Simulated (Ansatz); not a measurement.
# H19C41: the cost of one run

Method: DFT PBE, plane waves, PAW, scalar-relativistic, collinear spin, in Ansatz 0.2.0.

1 further run of the same task is left out (it didn't finish).

## Step 1: The structure to begin with

The cell holds 60 atoms (C41H19): a = 5.049 Å, b = 10.097 Å, c = 19.165 Å, α = 90.00°, β = 90.00°, γ = 90.00°.

The coordinates stand in the first input below.

## Step 2: Dynamics

200 steps of 0.5 fs at constant energy.

input.yaml reads:

```yaml
accuracy: low
crystal:
  lattice:
    - [5.048742, 0.0, 0.0]
    - [0.0, 10.097485, 0.0]
    - [0.0, 0.0, 19.1647]
  atoms:
    - { symbol: H, position: [0.4277868, 0.0, 0.0521793] }
    - { symbol: H, position: [0.0722132, 0.0, 0.0521793] }
    - { symbol: H, position: [0.9277868, 0.0, 0.0521793] }
    - { symbol: H, position: [0.5722132, 0.0, 0.0521793] }
    - { symbol: H, position: [0.4277868, 0.25, 0.0521793] }
    - { symbol: H, position: [0.0722132, 0.25, 0.0521793] }
    - { symbol: H, position: [0.9277868, 0.25, 0.0521793] }
    - { symbol: H, position: [0.5722132, 0.25, 0.0521793] }
    - { symbol: H, position: [0.4277868, 0.5, 0.0521793] }
    - { symbol: H, position: [0.0722132, 0.5, 0.0521793] }
    - { symbol: H, position: [0.9277868, 0.5, 0.0521793] }
    - { symbol: H, position: [0.5722132, 0.5, 0.0521793] }
    - { symbol: H, position: [0.4277868, 0.75, 0.0521793] }
    - { symbol: H, position: [0.0722132, 0.75, 0.0521793] }
    - { symbol: H, position: [0.9277868, 0.75, 0.0521793] }
    - { symbol: H, position: [0.5722132, 0.75, 0.0521793] }
    - { symbol: C, position: [0.25, 0.0, 0.0852974] }
    - { symbol: C, position: [0.75, 0.0, 0.0852974] }
    - { symbol: C, position: [0.25, 0.25, 0.0852974] }
    - { symbol: C, position: [0.75, 0.25, 0.0852974] }
    - { symbol: C, position: [0.25, 0.5, 0.0852974] }
    - { symbol: C, position: [0.75, 0.5, 0.0852974] }
    - { symbol: C, position: [0.25, 0.75, 0.0852974] }
    - { symbol: C, position: [0.75, 0.75, 0.0852974] }
    - { symbol: C, position: [0.25, 0.125, 0.1318674] }
    - { symbol: C, position: [0.75, 0.125, 0.1318674] }
    - { symbol: C, position: [0.25, 0.375, 0.1318674] }
    - { symbol: C, position: [0.75, 0.375, 0.1318674] }
    - { symbol: C, position: [0.25, 0.625, 0.1318674] }
    - { symbol: C, position: [0.75, 0.625, 0.1318674] }
    - { symbol: C, position: [0.25, 0.875, 0.1318674] }
    - { symbol: C, position: [0.75, 0.875, 0.1318674] }
    - { symbol: C, position: [0.0, 0.125, 0.1784374] }
    - { symbol: C, position: [0.5, 0.125, 0.1784374] }
    - { symbol: C, position: [0.0, 0.375, 0.1784374] }
    - { symbol: C, position: [0.5, 0.375, 0.1784374] }
    - { symbol: C, position: [0.0, 0.625, 0.1784374] }
    - { symbol: C, position: [0.5, 0.625, 0.1784374] }
    - { symbol: C, position: [0.0, 0.875, 0.1784374] }
    - { symbol: C, position: [0.5, 0.875, 0.1784374] }
    - { symbol: C, position: [0.0, 0.0, 0.2250074] }
    - { symbol: C, position: [0.5, 0.0, 0.2250074] }
    - { symbol: C, position: [0.0, 0.25, 0.2250074] }
    - { symbol: C, position: [0.5, 0.25, 0.2250074] }
    - { symbol: C, position: [0.0, 0.5, 0.2250074] }
    - { symbol: C, position: [0.5, 0.5, 0.2250074] }
    - { symbol: C, position: [0.0, 0.75, 0.2250074] }
    - { symbol: C, position: [0.5, 0.75, 0.2250074] }
    - { symbol: C, position: [0.25, 0.0484534, 0.2694903] }
    - { symbol: C, position: [0.75, 0.0484534, 0.2694903] }
    - { symbol: C, position: [0.25, 0.2015466, 0.2507057] }
    - { symbol: C, position: [0.75, 0.2015466, 0.2507057] }
    - { symbol: C, position: [0.25, 0.5484534, 0.2694903] }
    - { symbol: C, position: [0.75, 0.5484534, 0.2694903] }
    - { symbol: C, position: [0.25, 0.7015466, 0.2507057] }
    - { symbol: C, position: [0.75, 0.7015466, 0.2507057] }
    - { symbol: C, position: [-0.004982, 0.8830975, 0.3758643], spin: 1.0 }
    - { symbol: H, position: [0.1534875, 0.9473392, 0.3946488] }
    - { symbol: H, position: [-0.1960057, 0.9191298, 0.3946488] }
    - { symbol: H, position: [0.0260335, 0.7821998, 0.3946488] }
magnetization:
  spin_polarized: true
basis:
  ecutwfc: 150.0
kpoints:
  mp_grid: { grid: [2, 1, 1] }
hamiltonian:
  xc: pbe
  pseudopotentials: { kind: paw, azcp: { folder: soft_1 } }
scf:
  occupations: { method: fermi_dirac, width: 0.02 }
  lower_state_search: "off"
  max_iter: 68
md:
  timestep: 0.5
  n_steps: 200
  ensemble: nve
  initial_velocities: zero
  seed: 550603
  initial_site_velocities:
    - { site: 56, velocity: [0.00775, 0.0, -0.021292] }
    - { site: 57, velocity: [0.00775, 0.0, -0.021292] }
    - { site: 58, velocity: [0.00775, 0.0, -0.021292] }
    - { site: 59, velocity: [0.00775, 0.0, -0.021292] }
  constraints:
    - { sites: [0, 1, 2, 3, 4, 5, 6, 7, 8, 9, 10, 11, 12, 13, 14, 15, 16, 17, 18, 19, 20, 21, 22, 23, 24, 25, 26, 27, 28, 29, 30, 31] }
```

The run is started by

```
> ansatz run input.yaml --threads 2 --pin off --max-ram 5120MiB --backend cpu --events-out ev --progress --plain --runs-dir out
```

What time and memory should one allow on 2 threads of Arm Neoverse V1, shared host?

About 39 min, with a peak of 0.87 GiB.
